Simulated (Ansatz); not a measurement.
Na2S (antifluorite), relaxed with r2SCAN, was run in Ansatz under altered settings. All numbers are computed, without spin polarisation but where a row says otherwise.

```
CELL_PARAMETERS angstrom
0.00000 3.25543 3.25543
3.25543 0.00000 3.25543
3.25543 3.25543 0.00000
ATOMIC_POSITIONS crystal
S 0.00000 0.00000 0.00000
Na 0.25000 0.25000 0.25000
Na 0.75000 0.75000 0.75000
```

The base run's other keys:
```yaml
kpoints:
  mp_grid: { grid: [4, 4, 4] }
hamiltonian:
  xc: hse06
scf:
  occupations: { method: fixed }
  n_extra_bands: 4
```

It takes 11 iterations with 1363 plane waves at 420 eV and 8 k points, and leaves a mean stress of +0.18 GPa. The gap over this mesh is 3.527 eV. It ran on 4 threads of Arm Neoverse N1 (shared host).

Outcomes, with energy and stress as changes against the base:
```
                                      setting    outcome  ΔF (meV/atom)  Δ mean stress (GPa)  gap on the mesh (eV)  iterations  wall time
       PBE hybrid, exx coeff 0.05, unscreened  converged              –                 +0.5                 2.859           9      7.5 s
     PBE hybrid, exx coeff 0.1, omega 0.1 1/Å  converged              –                 +0.3                 3.045          10      7.9 s
hamiltonian.xc: r2scan50 (cutoff then 500 eV)  converged              –                 -0.7                 5.974          16       16 s
                         scf.mixing.beta: 1.0  converged            0.0                  0.0                 3.527          13      8.3 s
```
A dash marks a value that wasn't obtained or can't be compared. Stress is positive in compression. The base took 8.2 s.

- PBE hybrid, exx coeff 0.05, unscreened. That is 5 % exact exchange, at all ranges, against HSE06's 25 % screened at 0.208 1/Å. The mean stress moves by +0.5 GPa and the gap on the mesh by -0.668 eV (to 2.859). Totals of different functionals aren't comparable.
- PBE hybrid, exx coeff 0.1, omega 0.1 1/Å. That is 10 % exact exchange, screened with ω = 0.1 1/Å, against HSE06's 25 % screened at 0.208 1/Å. The mean stress moves by +0.3 GPa and the gap on the mesh by -0.483 eV (to 3.045). Totals of different functionals aren't comparable. The program warns that on this mesh the truncation of the exchange isn't bounded, so part of the change can be an error of the mesh.
- hamiltonian.xc: r2scan50. The cutoff follows the functional, from 420 to 500 eV. The mean stress moves by -0.7 GPa and the gap on the mesh by +2.447 eV (to 5.974). It's another functional on the same cell, so totals aren't comparable.

Within 1 meV an atom, 0.1 GPa and 0.005 eV of the base stay: scf.mixing.beta: 1.0.

The stress of a hybrid is loosely converged in these runs.

The meshes of the hybrids are coarse, so their gaps aren't converged to the digits shown.
